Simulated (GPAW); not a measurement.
The system is CuI (Marshite).

```
CELL_PARAMETERS angstrom
0.00000 3.03150 3.03150
3.03150 0.00000 3.03150
3.03150 3.03150 0.00000
ATOMIC_POSITIONS crystal
I 0.00000 0.00000 0.00000
Cu 0.75000 0.75000 0.75000
```

* Program: GPAW 26.7.0
* Task: relaxation of cell and atoms
* Functional: LDA
* Potentials or basis: the program's PAW data sets (release 1.2.1) made for this functional
* Cutoff: 600 eV
* Basis: pw
* k mesh: 8 × 8 × 8
* Occupations: fermi-dirac, width 0.05 eV
* Spin: no spin polarisation

At the start: pressure -3.9 GPa; volume 27.86 Å³/atom.

Problem. Where does the relaxation end?

Solution. Over 4 steps the energy falls by 29.8 meV/atom and the volume is 25.57 Å³/atom (-8.2 %); space group F-43m (No. 216, to 0.05 Å).

Step by step:
```csv
step,energy change (eV),largest force (eV/Å),pressure (GPa),volume (Å³)
1,0.0000,0.0000,-3.90,55.72
2,-0.0179,0.0000,-3.37,54.92
3,-0.0582,0.0000,0.66,50.50
4,-0.0597,0.0000,-0.08,51.15
```

Final structure:
```
I Cu
1.0
     0.00000    2.94621    2.94621
     2.94621    0.00000    2.94621
     2.94621    2.94621    0.00000
I Cu
1 1
Direct
  0.00000 0.00000 0.00000
  0.75000 0.75000 0.75000
```

Caveat: with this Cu data set, volumes or pressures lay over 1.5 % or 2 GPa off other programs in two to four cells of ten; later steps reuse the first step's grids.
